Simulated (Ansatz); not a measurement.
# Ruthenium, hcp under revPBE: ground state and equation of state, part 2 of 2

What does revPBE give for ruthenium in the hcp structure? We relax it, solve it on a dense k-mesh, switch on spin-orbit coupling, then scale the cell to 7 volumes from 88 to 112 % of the relaxed one and try a fit of the equation of state. The start is ferromagnetic. The k-meshes are 13×13×8 for the relaxation; 22×22×12 for the dense run; 13×13×7 for spin-orbit coupling; 22×22×12 for the volumes. The starting cell is the deposited one, from the Crystallography Open Database.

Ansatz 0.2.0; DFT, revPBE, plane waves (420 eV) with PAW, scalar-relativistic.

## 8. At 100 % of the relaxed volume

The input, input.yaml:

```yaml
crystal:
  lattice:
    - [2.733215727, 0.0, 0.0]
    - [-1.3666078635, 2.3670342536, 0.0]
    - [0.0, 0.0, 4.2999140076]
  atoms:
    - { symbol: Ru, position: [0.3333333333, 0.6666666667, 0.25], spin: 1.0 }
    - { symbol: Ru, position: [0.6666666667, 0.3333333333, 0.75], spin: 1.0 }
hamiltonian:
  xc: revpbe
  pseudopotentials:
    kind: paw
    azcp:
      Ru: "pseudopotentials/Ru.paw.azcp"
basis:
  ecutwfc: 420
  fft_grid_basis: typed
kpoints:
  mp_grid: { grid: [22, 22, 12], shift: [0, 0, 0] }
magnetization:
  spin_polarized: true
scf:
  occupations: { method: fermi_dirac, width: 0.05 }
output:
  stress: true
```

Output (excerpt; [...] marks lines left out):

```text
Warning: RAYON_NUM_THREADS=4 ignored (pool sized by the plan → 4); use --threads N
[...]
Pseudopotentials: kind: paw
Pseudopotential: Ru, paw, valence charge 16, recommended cutoff 420 eV (normal), <dir>
Functional definition: revPBE
[...]
Crystal: 2 atoms, lattice volume = 27.819 Å³
Basis set: ecut = 420 eV, 537 PW (Γ)
Bands: 21, of which v1, the nominal top of the filled ones, is band 16 counted from 1 (15 counted from 0)
Symmetry: 24 space group operations
Space group: P63/mmc (ITA 194), of the structure as read, at distance tolerance 3.0e-5 Å
Magnetic group: BNS 194.263 (UNI 1493), of the structure as read, at distance tolerance 3.0e-5 Å
k-points: 364 of 5808
[...]
Starting moments: Σ|m| = 2 μB on 2 of 2 sites
[...]
SCF iter   1: F=—  HF=-11770.046352 eV  |F-HF|=—  |Δ(HF+E_count)|=         —  Δρ=1.01e-1 (↑1.01e-1 ↓4.13e-2)  dr2=3.85e0  dr2_m=6.32e-1  M=0.136 μB ∫|m|=0.136 μB  β_m=0.30  ethr=3.10e-3  ⟨swp⟩=5.1  Hψ=60882  notcnv=0
[...]
SCF iter   9: F=-11767.762787 eV  HF=-11767.762787 eV  |F-HF|=3.64e-12  |Δ(HF+E_count)|=   1.30e-9  Δρ=1.44e-7 (↑9.85e-8 ↓1.44e-7)  dr2=8.30e-12  dr2_m=8.87e-13  M=0.000 μB ∫|m|=0.000 μB  ethr=1.55e-12  ⟨swp⟩=1.0  Hψ=44855  notcnv=0
[...]
WARN: the starting moments were not kept: the SCF closed with an absolute magnetisation of 9.5e-7 μB, where they sum to 2 μB in size (2 sites). That is at most 0.1 of that sum. Measured as dr2_m measures the in/out step, that magnetisation stands 1.4e-13 eV from none, at or under the [...]
SCF converged after 9 iterations
Magnetization: 0.0000 μB (16.0000 up, 16.0000 down)
Absolute magnetization: 0.0000 μB (∫|ρ↑−ρ↓|, with the PAW one-centre terms)
Spin contamination: 0.0000 ħ² per cell (⟨S²⟩ above its minimum at these occupations)
Per-site moments (μB) at R_I (Å): [(-1.532214732379664e-7, 1.1001051884399347), (-1.5322147309465886e-7, 1.1001051884399347)]
Free energy (F): -11767.762787 eV
[...]
E sigma→0 (E₀):  -11767.756716 eV
Entropy (-TS):   -0.012142 eV (-6.071 meV/atom)
Fermi energy:    22.894754 eV
[...]
--- Stress (GPa, compression-positive) ---
       -0.383909      -0.000000       0.000000
        0.000000      -0.383909       0.000000
        0.000000       0.000000       0.697013
  P = ⅓ Tr σ = -0.0236 GPa (-0.236 kbar)
```

Run time: 6.5 s. Hardware: 4 threads of an Arm CPU, shared host; peak memory 0.55 GiB.

## 9. At 104 % of the relaxed volume

Changes to input.yaml since step 8:

```diff
@@ -2,5 +2,5 @@
   lattice:
-    - [2.733215727, 0.0, 0.0]
-    - [-1.3666078635, 2.3670342536, 0.0]
-    - [0.0, 0.0, 4.2999140076]
+    - [2.7691832165, 0.0, 0.0]
+    - [-1.3845916082, 2.3981830132, 0.0]
+    - [0.0, 0.0, 4.3564983124]
   atoms:
```

Output (excerpt; [...] marks lines left out):

```text
Warning: RAYON_NUM_THREADS=4 ignored (pool sized by the plan → 4); use --threads N
[...]
[... 3 set-up lines as earlier in the session ...]
[...]
Crystal: 2 atoms, lattice volume = 28.932 Å³
Basis set: ecut = 420 eV, 579 PW (Γ)
Bands: 21, of which v1, the nominal top of the filled ones, is band 16 counted from 1 (15 counted from 0)
[... 1 set-up line as earlier in the session ...]
Space group: P63/mmc (ITA 194), of the structure as read, at distance tolerance 3.1e-5 Å
Magnetic group: BNS 194.263 (UNI 1493), of the structure as read, at distance tolerance 3.1e-5 Å
k-points: 364 of 5808
[...]
Starting moments: Σ|m| = 2 μB on 2 of 2 sites
[...]
SCF iter   1: F=—  HF=-11769.865283 eV  |F-HF|=—  |Δ(HF+E_count)|=         —  Δρ=9.91e-2 (↑9.91e-2 ↓3.96e-2)  dr2=3.92e0  dr2_m=6.22e-1  M=0.145 μB ∫|m|=0.145 μB  β_m=0.30  ethr=3.10e-3  ⟨swp⟩=5.1  Hψ=60647  notcnv=0
[...]
SCF iter   9: F=-11767.724008 eV  HF=-11767.724008 eV  |F-HF|=7.28e-12  |Δ(HF+E_count)|=   1.46e-9  Δρ=1.86e-7 (↑1.27e-7 ↓1.86e-7)  dr2=2.01e-11  dr2_m=1.18e-12  M=0.000 μB ∫|m|=0.000 μB  ethr=1.92e-12  ⟨swp⟩=1.1  Hψ=44961  notcnv=0
[...]
WARN: the starting moments were not kept: the SCF closed with an absolute magnetisation of 9.4e-7 μB, where they sum to 2 μB in size (2 sites). That is at most 0.1 of that sum. Measured as dr2_m measures the in/out step, that magnetisation stands 1.4e-13 eV from none, at or under the [...]
SCF converged after 9 iterations
Magnetization: 0.0000 μB (16.0000 up, 16.0000 down)
Absolute magnetization: 0.0000 μB (∫|ρ↑−ρ↓|, with the PAW one-centre terms)
Spin contamination: 0.0000 ħ² per cell (⟨S²⟩ above its minimum at these occupations)
Per-site moments (μB) at R_I (Å): [(-2.2630959642847654e-8, 1.1145819168578053), (-2.2630959698673336e-8, 1.1145819168578053)]
Free energy (F): -11767.724008 eV
[...]
E sigma→0 (E₀):  -11767.717504 eV
Entropy (-TS):   -0.013009 eV (-6.504 meV/atom)
Fermi energy:    21.809713 eV
[...]
--- Stress (GPa, compression-positive) ---
      -10.795381      -0.000000       0.000000
        0.000000     -10.795381       0.000000
        0.000000       0.000000     -10.567026
  P = ⅓ Tr σ = -10.7193 GPa (-107.193 kbar)
```

Wall time 7.3 s (4 threads of an Arm CPU, shared host); peak memory 0.56 GiB.

## 10. At 108 % of the relaxed volume

Changes to input.yaml since step 9:

```diff
@@ -2,5 +2,5 @@
   lattice:
-    - [2.7691832165, 0.0, 0.0]
-    - [-1.3845916082, 2.3981830132, 0.0]
-    - [0.0, 0.0, 4.3564983124]
+    - [2.8042398901, 0.0, 0.0]
+    - [-1.402119945, 2.4285429832, 0.0]
+    - [0.0, 0.0, 4.4116497155]
   atoms:
```

Output (excerpt; [...] marks lines left out):

```text
Warning: RAYON_NUM_THREADS=4 ignored (pool sized by the plan → 4); use --threads N
[...]
[... 3 set-up lines as earlier in the session ...]
[...]
Crystal: 2 atoms, lattice volume = 30.044 Å³
Basis set: ecut = 420 eV, 591 PW (Γ)
Bands: 21, of which v1, the nominal top of the filled ones, is band 16 counted from 1 (15 counted from 0)
[... 2 set-up lines as earlier in the session ...]
Magnetic group: BNS 194.263 (UNI 1493), of the structure as read, at distance tolerance 3.1e-5 Å
k-points: 364 of 5808
[...]
Starting moments: Σ|m| = 2 μB on 2 of 2 sites
[...]
SCF iter   1: F=—  HF=-11769.613169 eV  |F-HF|=—  |Δ(HF+E_count)|=         —  Δρ=9.69e-2 (↑9.69e-2 ↓3.79e-2)  dr2=3.97e0  dr2_m=6.11e-1  M=0.154 μB ∫|m|=0.154 μB  β_m=0.30  ethr=3.10e-3  ⟨swp⟩=5.1  Hψ=60253  notcnv=0
[...]
SCF iter   9: F=-11767.619165 eV  HF=-11767.619165 eV  |F-HF|=2.00e-11  |Δ(HF+E_count)|=   1.89e-9  Δρ=2.06e-7 (↑1.82e-7 ↓2.06e-7)  dr2=3.51e-11  dr2_m=1.50e-12  M=0.000 μB ∫|m|=0.000 μB  ethr=2.53e-12  ⟨swp⟩=1.0  Hψ=45129  notcnv=0
[...]
WARN: the starting moments were not kept: the SCF closed with an absolute magnetisation of 1.4e-6 μB, where they sum to 2 μB in size (2 sites). That is at most 0.1 of that sum. Measured as dr2_m measures the in/out step, that magnetisation stands 3.0e-13 eV from none, at or under the [...]
SCF converged after 9 iterations
Magnetization: 0.0000 μB (16.0000 up, 16.0000 down)
Absolute magnetization: 0.0000 μB (∫|ρ↑−ρ↓|, with the PAW one-centre terms)
Spin contamination: 0.0000 ħ² per cell (⟨S²⟩ above its minimum at these occupations)
Per-site moments (μB) at R_I (Å): [(3.2373107507168983e-7, 1.128692046632837), (3.237310750683275e-7, 1.128692046632837)]
Free energy (F): -11767.619165 eV
[...]
E sigma→0 (E₀):  -11767.612196 eV
Entropy (-TS):   -0.013937 eV (-6.968 meV/atom)
Fermi energy:    20.804001 eV
[...]
--- Stress (GPa, compression-positive) ---
      -18.978887      -0.000000       0.000000
        0.000000     -18.978887       0.000000
        0.000000       0.000000     -19.440917
  P = ⅓ Tr σ = -19.1329 GPa (-191.329 kbar)
```

Wall time 7.5 s (4 threads of an Arm CPU, shared host); peak memory 0.57 GiB.

## 11. At 112 % of the relaxed volume

Changes to input.yaml since step 10:

```diff
@@ -2,5 +2,5 @@
   lattice:
-    - [2.8042398901, 0.0, 0.0]
-    - [-1.402119945, 2.4285429832, 0.0]
-    - [0.0, 0.0, 4.4116497155]
+    - [2.8384413083, 0.0, 0.0]
+    - [-1.4192206541, 2.4581622801, 0.0]
+    - [0.0, 0.0, 4.4654556246]
   atoms:
```

Output (excerpt; [...] marks lines left out):

```text
Warning: RAYON_NUM_THREADS=4 ignored (pool sized by the plan → 4); use --threads N
[...]
[... 3 set-up lines as earlier in the session ...]
[...]
Crystal: 2 atoms, lattice volume = 31.157 Å³
Basis set: ecut = 420 eV, 615 PW (Γ)
Bands: 21, of which v1, the nominal top of the filled ones, is band 16 counted from 1 (15 counted from 0)
[... 2 set-up lines as earlier in the session ...]
Magnetic group: BNS 194.263 (UNI 1493), of the structure as read, at distance tolerance 3.1e-5 Å
k-points: 364 of 5808
[...]
Starting moments: Σ|m| = 2 μB on 2 of 2 sites
[...]
SCF iter   1: F=—  HF=-11769.309502 eV  |F-HF|=—  |Δ(HF+E_count)|=         —  Δρ=9.46e-2 (↑9.46e-2 ↓3.64e-2)  dr2=4.00e0  dr2_m=6.00e-1  M=0.165 μB ∫|m|=0.165 μB  β_m=0.30  ethr=3.10e-3  ⟨swp⟩=5.0  Hψ=59878  notcnv=0
[...]
SCF iter   9: F=-11767.462483 eV  HF=-11767.462483 eV  |F-HF|=7.28e-12  |Δ(HF+E_count)|=   4.17e-9  Δρ=2.11e-7 (↑2.11e-7 ↓1.81e-7)  dr2=3.11e-11  dr2_m=2.76e-12  M=0.000 μB ∫|m|=0.000 μB  ethr=5.07e-12  ⟨swp⟩=1.0  Hψ=45042  notcnv=0
[...]
WARN: the starting moments were not kept: the SCF closed with an absolute magnetisation of 2.3e-6 μB, where they sum to 2 μB in size (2 sites). That is at most 0.1 of that sum. Measured as dr2_m measures the in/out step, that magnetisation stands 8.9e-13 eV from none, at or under the [...]
SCF converged after 9 iterations
Magnetization: 0.0000 μB (16.0000 up, 16.0000 down)
Absolute magnetization: 0.0000 μB (∫|ρ↑−ρ↓|, with the PAW one-centre terms)
Spin contamination: 0.0000 ħ² per cell (⟨S²⟩ above its minimum at these occupations)
Per-site moments (μB) at R_I (Å): [(5.946178039198565e-7, 1.1424579404766653), (5.9461780394648e-7, 1.1424579404766653)]
Free energy (F): -11767.462483 eV
[...]
E sigma→0 (E₀):  -11767.455021 eV
Entropy (-TS):   -0.014924 eV (-7.462 meV/atom)
Fermi energy:    19.869440 eV
[...]
--- Stress (GPa, compression-positive) ---
      -25.373766       0.000000       0.000000
        0.000000     -25.373766       0.000000
        0.000000       0.000000     -26.393283
  P = ⅓ Tr σ = -25.7136 GPa (-257.136 kbar)
```

Wall time 7.6 s (4 threads of an Arm CPU, shared host); peak memory 0.58 GiB.

## 12. The equation of state

The cell was scaled evenly, with its shape and the fractional positions fixed.

| V (Å³/atom) | E − E₀ (meV/atom) | P from the stress (GPa) | P from the fit (GPa) |
| --- | --- | --- | --- |
| 12.240 | 240.0 | 52.28 | 52.34 |
| 12.797 | 97.6 | 30.65 | 30.58 |
| 13.353 | 22.3 | 13.52 | 13.44 |
| 13.909 | -0.1 | -0.02 | -0.08 |
| 14.466 | 19.5 | -10.72 | -10.76 |
| 15.022 | 72.2 | -19.13 | -19.20 |
| 15.579 | 150.8 | -25.71 | -25.86 |

A third-order Birch-Murnaghan fit gives V₀ = 13.906 Å³/atom, B₀ = 300 GPa and B₀′ = 4.9; it misses no point by more than 0.07 meV/atom.

Fit and stress differ a little: one follows E(σ → 0), the other the smeared free energy.

## 13. Outcome

The summary covers parts 1 to 2.

```
                      quantity                                   value
space group (spins left aside)                      P6_3/mmc (No. 194)
             conventional cell  a = 2.733 Å, c = 4.300 Å (c/a = 1.573)
                        volume                          13.909 Å³/atom
             shortest distance                                 2.667 Å
   against the measured volume                 +2.6 % (13.555 Å³/atom)
               gap on the mesh            none (levels filled in part)
                magnetic state                            non-magnetic
                   V₀, B₀, B₀′            13.906 Å³/atom, 300 GPa, 4.9
```

In words: The relaxed volume lies 2.6 % above the deposited cell. This functional tends to bind solids too weakly. The deposited cell holds zero-point motion and, unless taken cold, thermal expansion, so the miss against a static lattice is larger still. The moments die out: the run ends non-magnetic. No gap shows: it is a metal or semimetal at this level. Totals with and without spin-orbit coupling (-1.6 eV/atom apart) can't be read as binding, since the two-component data shift the zero of energy. B₀ comes out at 300 GPa, among the stiffest elements; letting shape and positions relax at each volume could only lower it.
